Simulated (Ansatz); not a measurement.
Computed with Ansatz on PBE0-D4/def2-TZVP structures; ΔE is electronic, products minus reactants. CCSD(T)/CBS is the MP2 limit (def2-TZVPP, def2-QZVPP) plus CCSD(T) − MP2 in def2-TZVPP, frozen cores. This one scheme is used for every species. Each species was taken in one conformer, which may not be the lowest.

`CC(=O)CC(C)=O` + H–F → `CC(=O)F` + `CC(C)=O`  (substitution at a C–C bond)

| species | CCSD/def2-TZVPP energy (Eh) |
| --- | --- |
| `CC(=O)CC(C)=O` | -345.18928 |
| H–F | -100.33828 |
| `CC(=O)F` | -252.72676 |
| `CC(C)=O` | -192.81005 |

(1) Work out ΔE.

Largest T1 diagnostic among the species: 0.015.

Results:

(1) ΔE = (-252.72676) + (-192.81005) − (-345.18928) − (-100.33828) = -0.00925 Eh = -24.3 kJ/mol. CCSD(T)/CBS gives -16.6 kJ/mol.

Leaving LDA and LC-ωPBE aside and taking each functional with its dispersion term where it has one, the values, not all of them listed here, spread over 14.3 kJ/mol, from B97M-V to revPBE-D4. LDA lies +7.7 kJ/mol from PBE without D4. In def2-TZVPP, CCSD(T) changes the Hartree–Fock value by +26.7 kJ/mol (the triples alone add +2.8 kJ/mol) and MP2 by +32.6 kJ/mol. From BLYP to BHLYP (50 % exact exchange), in def2-TZVPP and without D4, ΔE moves by +6.6 kJ/mol.
